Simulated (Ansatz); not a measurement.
**Zn: properties at the relaxed cell**

The task here is to estimate one member of a computed series from the others.

The COD entry's cell or inner coordinates are ideal or old and differ from later refinements, so a difference from it is no clean test against experiment.

Program: Ansatz 0.2.0. Level of theory: DFT PBE, scalar-relativistic, plane waves, PAW. These are calculated values, not measurements.

1 further run of the same task is left out (set aside as unsound or not needed).

## Starting point

Symmetry: P6_3/mmc, No. 194, hexagonal system. Conventional cell: a = 2.633 Å, b = 2.633 Å, c = 5.108 Å, α = 90.00°, β = 90.00°, γ = 120.00°. Around Zn (site symmetry -6m2) lie 12 Zn at 2.63 to 2.97 Å.

As a file:

```
Zn
1.0
     2.63332    0.00000    0.00000
    -1.31666    2.28052    0.00000
     0.00000    0.00000    5.10824
Zn
2
Cartesian
  0.0000 1.5203 1.2771
  1.3167 0.7602 3.8312
```

This cell was relaxed beforehand with the same method: volume 15.34 Å³/atom, gap on the mesh none (metal).

The first run:

File input.yaml:

```yaml
crystal:
  lattice:
    - [2.6333228736, 0.0, 0.0]
    - [-1.3166614368, 2.2805245049, 0.0]
    - [0.0, 0.0, 5.1082439795]
  atoms:
    - { symbol: Zn, position: [0.3333333333, 0.6666666667, 0.25] }
    - { symbol: Zn, position: [0.6666666667, 0.3333333333, 0.75] }
basis:
  ecutwfc: 420
kpoints:
  mp_grid: { grid: [18, 18, 8] }
  band_path:
    path:
      - [[0.0, 0.0, 0.0], [0.5, 0.0, 0.0], [0.33333333, 0.33333333, 0.0], [0.0, 0.0, 0.0], [0.0, 0.0, 0.5], [0.5, 0.0, 0.5], [0.33333333, 0.33333333, 0.5], [0.0, 0.0, 0.5]]
      - [[0.5, 0.0, 0.5], [0.5, 0.0, 0.0]]
      - [[0.33333333, 0.33333333, 0.5], [0.33333333, 0.33333333, 0.0]]
    npoints: 14
hamiltonian:
  xc: pbe
scf:
  occupations: { method: gaussian, width: 0.1 }
  n_extra_bands: 6
output:
  forces: true
  stress: true
  eigenvalues: true
  populations: true
  dos: { projected: true, de: 0.02, nscf_kmesh: { grid: [27, 27, 12] } }
  bader: true
  write_density: true
  write_potential: true
  elf: true
  volumetric_format: npy
```

Launch:

```bash
ansatz run input.yaml --threads 1 --pin off --max-ram 2560MiB --backend cpu --events-out ev --progress --plain --runs-dir out
```

Among the steps run: Static run: bands, density of states and charges; Volume × 0.97; Point at V/V0 = 1.03; Volume × 0.94; Point at V/V0 = 1.06.

One table of the session follows, with a row left open; its other results are not shown here.

It belongs to the step «Energy against volume». 

```
volume (Å³/atom)  energy above the lowest point (meV/atom)  pressure (GPa)
          14.418                                      11.6            3.96
          14.878                                         ?               ?
          15.338                                       0.0           -0.01
          15.799                                       2.6           -1.75
          16.259                                       9.6           -3.10
```

**Question.** Estimate the row for volume (Å³/atom) = 14.878.

Worked estimate for «energy above the lowest point (meV/atom)». A straight line through the neighbours (14.418, 11.6) and (15.338, 0.0) gives 11.6 + (0.0 − 11.6) × (14.878 − 14.418) / (15.338 − 14.418) = 5.8; a parabola fitted to 3 rows on both sides gives 3.0.

As computed: energy above the lowest point (meV/atom): 2.9; pressure (GPa): 2.01. In «energy above the lowest point (meV/atom)» the line misses by +2.9 and the parabola by +0.1.
